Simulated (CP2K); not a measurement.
# Br (Cmce) in CP2K: reference runs

Aim: a first look at Br with PBE, on the cell as given and on a disturbed one.

Program: CP2K 2026.2. These are calculated values, not measurements. Logs are shortened: lines on timing, memory, paths and dates and some standing lists are left out, and cuts for length are marked.

### Step 1. Starting point

Symmetry: Cmce, No. 64, orthorhombic system. The conventional cell has a = 6.726 Å, b = 4.645 Å, c = 8.702 Å, α = 90.00°, β = 90.00°, γ = 90.00°. Br (site symmetry m) is surrounded by 1 Br at 2.29 Å.

### Step 2. Single point, PBE

Contents of br_scf.inp:

```
&GLOBAL
  PROJECT br_scf
  RUN_TYPE ENERGY_FORCE
  PRINT_LEVEL LOW
&END GLOBAL
&FORCE_EVAL
  METHOD QS
  STRESS_TENSOR ANALYTICAL
  &DFT
    BASIS_SET_FILE_NAME BASIS_MOLOPT_UZH
    POTENTIAL_FILE_NAME POTENTIAL_UZH
    &MGRID
      CUTOFF 450
      REL_CUTOFF 60
      NGRIDS 4
    &END MGRID
    &QS
      METHOD GPW
      EPS_DEFAULT 1.0E-10
    &END QS
    &KPOINTS
      SCHEME MONKHORST-PACK 7 7 3
      GAMMA_CENTERED T
      SYMMETRY T
      SYMMETRY_BACKEND SPGLIB
    &END KPOINTS
    &SCF
      SCF_GUESS ATOMIC
      EPS_SCF 1.0E-6
      MAX_SCF 100
      ADDED_MOS 14
      CHOLESKY OFF
      EPS_EIGVAL 1.0E-7
      &DIAGONALIZATION ON
        ALGORITHM STANDARD
      &END DIAGONALIZATION
      &MIXING ON
        METHOD BROYDEN_MIXING
        ALPHA 0.4
        BETA 1.5
        NBUFFER 8
      &END MIXING
      &SMEAR ON
        METHOD FERMI_DIRAC
        ELECTRONIC_TEMPERATURE [K] 580.226
      &END SMEAR
    &END SCF
    &XC
      &XC_FUNCTIONAL PBE
      &END XC_FUNCTIONAL
    &END XC
    &PRINT
      &KPOINTS ON
      &END KPOINTS
      &MULLIKEN ON
      &END MULLIKEN
      &MO ON
        ENERGIES T
        OCCUPATION_NUMBERS T
        &EACH
          QS_SCF 0
        &END EACH
        ADD_LAST NUMERIC
      &END MO
      &LOWDIN ON
      &END LOWDIN
      &HIRSHFELD ON
        SHAPE_FUNCTION DENSITY
      &END HIRSHFELD
      &E_DENSITY_CUBE ON
        STRIDE 1
      &END E_DENSITY_CUBE
      &V_HARTREE_CUBE ON
        STRIDE 1
      &END V_HARTREE_CUBE
      &ELF_CUBE ON
        STRIDE 1
      &END ELF_CUBE
    &END PRINT
  &END DFT
  &SUBSYS
    &CELL
      A 4.0872593587 0.0000000000 0.0000000000
      B 1.4477212089 3.8222758098 0.0000000000
      C 0.0000000000 0.0000000000 8.7023000000
      PERIODIC XYZ
    &END CELL
    &COORD
      SCALED
      Br  0.3651000000 0.6349000000 0.3901000000
      Br  0.1349000000 0.8651000000 0.8901000000
      Br  0.6349000000 0.3651000000 0.6099000000
      Br  0.8651000000 0.1349000000 0.1099000000
    &END COORD
    &KIND Br
      BASIS_SET TZVP-MOLOPT-PBE-GTH-q7
      POTENTIAL GTH-PBE-q7
    &END KIND
    &PRINT
      &ATOMIC_COORDINATES ON
      &END ATOMIC_COORDINATES
      &CELL ON
      &END CELL
      &SYMMETRY ON
      &END SYMMETRY
    &END PRINT
  &END SUBSYS
  &PRINT
    &FORCES ON
    &END FORCES
    &STRESS_TENSOR ON
    &END STRESS_TENSOR
  &END PRINT
&END FORCE_EVAL
```

Potentials or basis: POTENTIAL_UZH Br GTH-PBE-q7; TZVP-MOLOPT-PBE-GTH basis.

Run with:

```bash
$ OMP_NUM_THREADS=1 mpirun -n 3 cp2k.psmp -i br_scf.inp -o br_scf.out
```

br_scf.out:

```text

 CP2K| version string:                                       CP2K version 2026.2
 CP2K| Input file name                                                br_scf.inp

 GLOBAL| Force Environment number                                              1
 GLOBAL| Basis set file name                                    BASIS_MOLOPT_UZH
 GLOBAL| Potential file name                                       POTENTIAL_UZH
 GLOBAL| MM Potential file name                                     MM_POTENTIAL
 GLOBAL| Coordinate file name                                      __STD_INPUT__
 GLOBAL| Method name                                                        CP2K
 GLOBAL| Project name                                                     br_scf
 GLOBAL| Run type                                                   ENERGY_FORCE
 GLOBAL| FFT library                                                       FFTW3
[... 6 lines left out ...]
 GLOBAL| Total number of message passing processes                             3
 GLOBAL| Number of threads for this process                                    1
 GLOBAL| CPU model name                                                  UNKNOWN

 CELL| Volume [angstrom^3]:                                           135.952835
 CELL| Vector a [angstrom]:       4.087     0.000     0.000   |a| =     4.087259
 CELL| Vector b [angstrom]:       1.448     3.822     0.000   |b| =     4.087259
 CELL| Vector c [angstrom]:       0.000     0.000     8.702   |c| =     8.702300
 CELL| Angle (b,c), alpha [degree]:                                    90.000000
 CELL| Angle (a,c), beta  [degree]:                                    90.000000
 CELL| Angle (a,b), gamma [degree]:                                    69.255369
 CELL| Numerically orthorhombic:                                              NO
 CELL| Periodicity                                                           XYZ

 CELL_REF| Volume [angstrom^3]:                                       135.952835
 CELL_REF| Vector a [angstrom     4.087     0.000     0.000   |a| =     4.087259
 CELL_REF| Vector b [angstrom     1.448     3.822     0.000   |b| =     4.087259
 CELL_REF| Vector c [angstrom     0.000     0.000     8.702   |c| =     8.702300
 CELL_REF| Angle (b,c), alpha [degree]:                                90.000000
 CELL_REF| Angle (a,c), beta  [degree]:                                90.000000
 CELL_REF| Angle (a,b), gamma [degree]:                                69.255369
 CELL_REF| Numerically orthorhombic:                                          NO
 CELL_REF| Periodicity                                                       XYZ

[... 8 lines left out ...]
 TOTAL NUMBERS AND MAXIMUM NUMBERS

  Total number of            - Atomic kinds:                                   1
                             - Atoms:                                          4
                             - Shell sets:                                     4
                             - Shells:                                        28
                             - Primitive Cartesian functions:                 16
                             - Cartesian basis functions:                     72
                             - Spherical basis functions:                     68

  Maximum angular momentum of the orbital basis functions:                     2

 MODULE QUICKSTEP: ATOMIC COORDINATES IN ANGSTROM

   Atom Kind Element         X             Y             Z       Z(eff)     Mass
      1    1 Br   35      2.411417      2.426763      3.394767   7.0000  79.9040
      2    1 Br   35      1.803795      3.306651      7.745917   7.0000  79.9040
      3    1 Br   35      3.123564      1.395513      5.307533   7.0000  79.9040
      4    1 Br   35      3.731186      0.515625      0.956383   7.0000  79.9040

 Crystal Symmetry Information
       International Symbol:                                                Cmce
       Point Group Symbol:                                                   mmm
       Schoenflies Symbol:                                                D2h^18
       Number of Symmetry Operations:                                          8

 SCF PARAMETERS         Density guess:                                    ATOMIC
[... 9 lines left out ...]
                        --------------------------------------------------------
                        level_shift [a.u.]:                             0.000000
                        added MOs                                        14    0
                        --------------------------------------------------------
                        Mixing method:                            BROYDEN_MIXING
                                                charge density mixing in g-space
                        --------------------------------------------------------
                        Smear method:                                FERMI_DIRAC
                        Electronic temperature [K]:                        580.2
                        Electronic temperature [a.u.]:                  1.84E-03
[... 54 lines left out ...]
 Number of occupied orbitals:                                                 14
 Number of molecular orbitals:                                                28

 Number of orbital functions:                                                 68
 Number of independent orbital functions:                                     68

 SCF WAVEFUNCTION OPTIMIZATION

  Step     Update method      Time    Convergence         Total energy    Change
  ------------------------------------------------------------------------------
     1 NoMix/Diag. 0.40E+00    0.7     0.52541929       -53.8419593046 -5.38E+01
     2 Broy./Diag. 0.40E+00    0.6     0.00622246       -53.8135061875  2.85E-02
     3 Broy./Diag. 0.40E+00    0.6     0.01677269       -53.7329381512  8.06E-02
     4 Broy./Diag. 0.40E+00    0.6     0.00127286       -53.7041088686  2.88E-02
     5 Broy./Diag. 0.40E+00    0.6     0.00163145       -53.6784058355  2.57E-02
     6 Broy./Diag. 0.40E+00    0.7     0.00054787       -53.6576420041  2.08E-02
     7 Broy./Diag. 0.40E+00    0.7     0.00033381       -53.6525376776  5.10E-03
     8 Broy./Diag. 0.40E+00    0.6     0.00015972       -53.6484269008  4.11E-03
     9 Broy./Diag. 0.40E+00    0.6     0.00004365       -53.6473876684  1.04E-03
    10 Broy./Diag. 0.40E+00    0.7     0.00004017       -53.6470543689  3.33E-04
    11 Broy./Diag. 0.40E+00    0.7     0.00000629       -53.6472002454 -1.46E-04
    12 Broy./Diag. 0.40E+00    0.6     0.00001219       -53.6474871055 -2.87E-04
    13 Broy./Diag. 0.40E+00    0.6     0.00000124       -53.6476398048 -1.53E-04
    14 Broy./Diag. 0.40E+00    0.6     0.00000121       -53.6476672932 -2.75E-05
    15 Broy./Diag. 0.40E+00    0.7     0.00000066       -53.6476711899 -3.90E-06

  *** SCF run converged in    15 steps ***

  Electronic density on regular grids:        -28.0000000001       -0.0000000001
  Core density on regular grids:               27.9999999959       -0.0000000041
  Total charge density on r-space grids:       -0.0000000042
  Total charge density g-space grids:          -0.0000000042

  Overlap energy of the core charge distribution:               0.00000002317372
  Self energy of the core charge distribution:               -110.48395488731320
  Core Hamiltonian energy:                                     24.74276294568344
  Hartree energy:                                              42.47650266742077
  Exchange-correlation energy:                                -10.38298193848761
  Electronic entropic energy:                                  -0.00000000040672
  Fermi energy:                                                 0.04419342305353

  Total energy:                                               -53.64767118992963
  Total energy (extrapolated to T->0):                        -53.64767118972627

 MO| EIGENVALUES AND OCCUPATION NUMBERS FOR K POINT 1
 MO|
 MO|  Index      Eigenvalue [a.u.]        Eigenvalue [eV]             Occupation
 MO|      1              -0.568118             -15.459274               2.000000
 MO|      2              -0.563681             -15.338541               2.000000
 MO|      3              -0.460936             -12.542701               2.000000
 MO|      4              -0.451960             -12.298463               2.000000
 MO|      5              -0.163748              -4.455811               2.000000
 MO|      6              -0.153481              -4.176421               2.000000
[... 462 lines left out ...]
 MO|     27               0.557119              15.159972               0.000000
 MO|     28               0.597970              16.271584               0.000000
 MO| Sum:                                                              28.000000
 MO| E(Fermi):            0.044193 a.u.          1.202564 eV

 [... the levels of further k-points ...]

 The electron density is written in Cube    file format to the file:

 br_scf-ELECTRON_DENSITY-1_0.cube

 !-----------------------------------------------------------------------------!
                     Mulliken Population Analysis

 #  Atom  Element  Kind  Atomic population                           Net charge
       1     Br       1          7.000000                              0.000000
       2     Br       1          7.000000                              0.000000
       3     Br       1          7.000000                             -0.000000
       4     Br       1          7.000000                             -0.000000
 # Total charge                             28.000000                 -0.000000

 !-----------------------------------------------------------------------------!

 !-----------------------------------------------------------------------------!
                           Hirshfeld Charges

  #Atom  Element  Kind  Ref Charge     Population                    Net charge
      1       Br     1       7.000          7.000                        -0.000
      2       Br     1       7.000          7.000                        -0.000
      3       Br     1       7.000          7.000                        -0.000
      4       Br     1       7.000          7.000                        -0.000

  Total Charge                                                           -0.000
 !-----------------------------------------------------------------------------!

 LOWDIN POPULATION ANALYSIS

 #  Atom  Element  Kind  Atomic population                           Net charge
       1     Br       1          7.012361                             -0.012361
       2     Br       1          6.987639                              0.012361
       3     Br       1          7.012361                             -0.012361
       4     Br       1          6.987639                              0.012361
 # Total charge                             28.000000                 -0.000000

               ----- ELF is computed on the real space grid -----

 ELF is written in Cube    file format to the file:

 br_scf-ELF_S1-1_0.cube

 ENERGY| Total FORCE_EVAL ( QS ) energy [hartree]            -53.647661247952591

 FORCES| Atomic forces [hartree/bohr]
 FORCES|   Atom     x               y               z               |f|
 FORCES|      1 -6.21343667E-03  8.99758492E-03 -1.86323673E-02   2.16038988E-02
 FORCES|      2  6.21343667E-03 -8.99758492E-03 -1.86323673E-02   2.16038988E-02
 FORCES|      3  6.21343670E-03 -8.99758498E-03  1.86323673E-02   2.16038988E-02
 FORCES|      4 -6.21343670E-03  8.99758498E-03  1.86323673E-02   2.16038988E-02
 FORCES| Sum    -1.32394096E-14  9.37028233E-14  2.40973907E-13
 FORCES| Total atomic force                                       2.58889793E-13

 STRESS| Analytical stress tensor [bar]
 STRESS|                        x                   y                   z
 STRESS|      x        1.17634186188E+04  -3.15004528159E+03   8.92960235605E-09
 STRESS|      y       -3.15004528159E+03   1.41496343621E+04  -8.82056908532E-09
 STRESS|      z        8.92960235605E-09  -8.82056908532E-09   3.92829816330E+04
 STRESS| 1/3 Trace                                             2.17320115379E+04
 STRESS| Determinant                                           6.14877997541E+12

 STRESS| Eigenvectors and eigenvalues of the analytical stress tensor [bar]
 STRESS|                        1                   2                   3
 STRESS| Eigenvalues   9.58810079443E+03   1.63249521864E+04   3.92829816330E+04
 STRESS|      x           0.822861899448     -0.568241405071      0.000000000000
 STRESS|      y           0.568241405071      0.822861899448     -0.000000000000
 STRESS|      z          -0.000000000000      0.000000000001      1.000000000000
```

Wall time 13 s (3 MPI ranks of Arm Neoverse N1, shared host).

Results:

```
Free energy            : -1459.8271 eV
Pressure               : 2.2 GPa
Largest force          : 1.111 eV/Å
Band gap on the k mesh : 1.77 eV, indirect (least direct gap 1.79 eV)
```

Forces on the atoms (eV/Å):
```
Br  -0.320  0.463 -0.958
Br   0.320 -0.463 -0.958
Br   0.320 -0.463  0.958
Br  -0.320  0.463  0.958
```

Stress tensor (GPa, compression positive):
```
 1.18 -0.32  0.00
-0.32  1.41  0.00
 0.00  0.00  3.93
```

Levels at points of the mesh, in eV from the valence-band top:
```csv
k point,band 10,band 11,band 12,band 13,band 14,band 15,band 16,band 17,band 18,band 19
"(0.00, 0.00, 0.00)",-1.61,-0.95,-0.37,-0.06,-0.02,1.77,2.51,7.38,8.16,10.91
```

Caveat: an odd mesh through Γ misses points on the zone boundary, where band edges often lie; the basis of atomic orbitals isn't converged, which shifts pressures, moduli and gaps; forces of over 1 eV/Å show positions far from the minimum, so gaps and moduli don't describe the material at rest.

### Step 3. Single point, PBE (atoms moved at random, drawn with an rms of 0.05 Å)

Edit br_scf.inp of step 2 so:

```diff
@@ -44,3 +44,3 @@
         METHOD FERMI_DIRAC
-        ELECTRONIC_TEMPERATURE [K] 580.226
+        ELECTRONIC_TEMPERATURE 580.23
       &END SMEAR
@@ -48,3 +48,7 @@
     &XC
-      &XC_FUNCTIONAL PBE
+      &XC_FUNCTIONAL
+        &GGA_X_PBE
+        &END GGA_X_PBE
+        &GGA_C_PBE
+        &END GGA_C_PBE
       &END XC_FUNCTIONAL
@@ -89,6 +93,6 @@
       SCALED
-      Br  0.3651000000 0.6349000000 0.3901000000
-      Br  0.1349000000 0.8651000000 0.8901000000
-      Br  0.6349000000 0.3651000000 0.6099000000
-      Br  0.8651000000 0.1349000000 0.1099000000
+      Br  0.3621020000 0.6445660000 0.3855480000
+      Br  0.1382910000 0.8654850000 0.8867080000
+      Br  0.6266160000 0.3541320000 0.6135070000
+      Br  0.8622700000 0.1297720000 0.1018520000
     &END COORD
@@ -103,4 +107,2 @@
       &END CELL
-      &SYMMETRY ON
-      &END SYMMETRY
     &END PRINT
```

Potentials or basis: POTENTIAL_UZH Br GTH-PBE-q7; TZVP-MOLOPT-PBE-GTH basis.

Run with:

```bash
$ OMP_NUM_THREADS=1 mpirun -n 3 cp2k.psmp -i br_scf.inp -o br_scf.out
```

It took 19 s on 3 MPI ranks of Arm Neoverse N1, shared host.

The run converged. Its results:

- Free energy: -1459.8218 eV
- Pressure: 1.7 GPa
- Largest force: 1.694 eV/Å
- Band gap on the k mesh: 1.61 eV, indirect (least direct gap 1.63 eV)

Forces in eV/Å, atoms in the order of the input:
```
Br  -0.060 -0.002 -0.114
Br   0.466 -0.707 -1.422
Br   0.066  0.009  0.067
Br  -0.472  0.701  1.469
```

Stress tensor (GPa, compression positive):
```
 1.09 -0.11 -1.16
-0.11  1.09  1.64
-1.16  1.64  2.90
```

Levels at points of the mesh, in eV from the valence-band top:
| k point | band 11 | band 12 | band 13 | band 14 | band 15 | band 16 | band 17 | band 18 |
| --- | --- | --- | --- | --- | --- | --- | --- | --- |
| (0.00, 0.00, 0.00) | -0.98 | -0.39 | -0.10 | -0.01 | 1.62 | 2.47 | 7.39 | 8.26 |

Caveat: an odd mesh through Γ misses points on the zone boundary, where band edges often lie; the basis of atomic orbitals isn't converged, which shifts pressures, moduli and gaps.
